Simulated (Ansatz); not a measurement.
Write a Python script for Ansatz 0.2.0, Python API that makes a comparison of enthalpies under pressure of two structures of Br. Level of theory (first run): PBE, PAW, cutoff 510 eV, Gaussian smearing of 0.02 eV.

`run_transition.py`
```python
import ansatz
import numpy as np


def diamond(a_site, a):
    return ansatz.Crystal.diamond(a_site, a=a)


def sc(first, a):
    return (
        ansatz.Lattice.cubic(a)
        .space_group(221)
        .atom(first, [0, 0, 0])
    )


def solve(name, crystal, pressure=0.0):
    calc = (
        crystal.calculation()
        .functional("pbe")
        .basis(510)
        .kpoints(spacing=0.15)
        .occupations("gaussian", width=0.02)
    )
    calc = calc.relax(force_tolerance=0.03, cell=True, pressure=pressure)
    return calc.run(threads=1, pin="off")


def volume_per_atom(outcome):
    return abs(np.linalg.det(outcome.lattice.cell_ang)) / len(outcome.lattice.sites)


def main() -> None:
    phases = {}
    phases["diamond"] = diamond("Br", 6.48)
    phases["sc"] = sc("Br", 3.06)

    pressures = [0, 15, 30, 45]
    enthalpy, volume = {name: [] for name in phases}, {name: [] for name in phases}
    for p in pressures:
        for name, crystal in phases.items():
            o = solve(name, crystal, pressure=p)
            volume[name].append(volume_per_atom(o))
            enthalpy[name].append(o.report["energy_sigma0_ev"] / len(o.lattice.sites) + p * volume[name][-1] / 160.21766)
    gap = np.array(enthalpy["sc"]) - np.array(enthalpy["diamond"])
    rows = [(p, va, vb, 1000 * d) for p, va, vb, d in zip(pressures, volume["diamond"], volume["sc"], gap)]
    print("   P (GPa)  V diamond (A^3/atom)  V sc (A^3/atom)  H(sc) - H(diamond) (meV/atom)")
    for row in rows:
        print(f"{row[0]:10d}  {row[1]:20.3f}  {row[2]:15.3f}  {row[3]:+29.1f}")
    crossings = [p0 - g0 * (p1 - p0) / (g1 - g0) for p0, p1, g0, g1 in zip(pressures, pressures[1:], gap, gap[1:]) if g0 * g1 < 0]
    print("crossing near", [round(float(p), 1) for p in crossings], "GPa") if crossings else print("no crossing in this range")


if __name__ == "__main__":
    main()
```

```console
$ python run_transition.py
   P (GPa)  V diamond (A^3/atom)  V sc (A^3/atom)  H(sc) - H(diamond) (meV/atom)
         0                42.743           29.717                         -203.0
        15                29.112           23.013                         -980.0
        30                24.778           20.384                        -1461.1
        45                22.225           18.755                        -1826.4
no crossing in this range
```

At a fixed pressure a relaxation lowers the enthalpy F + PV, while F alone can rise. The meshes are coarse for the metals among these phases, whose energies can be off by up to 40 meV an atom. Only these two structures are compared, at zero temperature and with their symmetry kept; either may be hypothetical, and another phase may be lower than both. Differences under about 40 meV an atom lie within the error of mesh and functional. The cells are prototypes set up for this calculation and needn't exist. Timing: 98 s on 1 thread of Arm Neoverse V2, with other jobs on the host, peak memory 0.49 GiB.
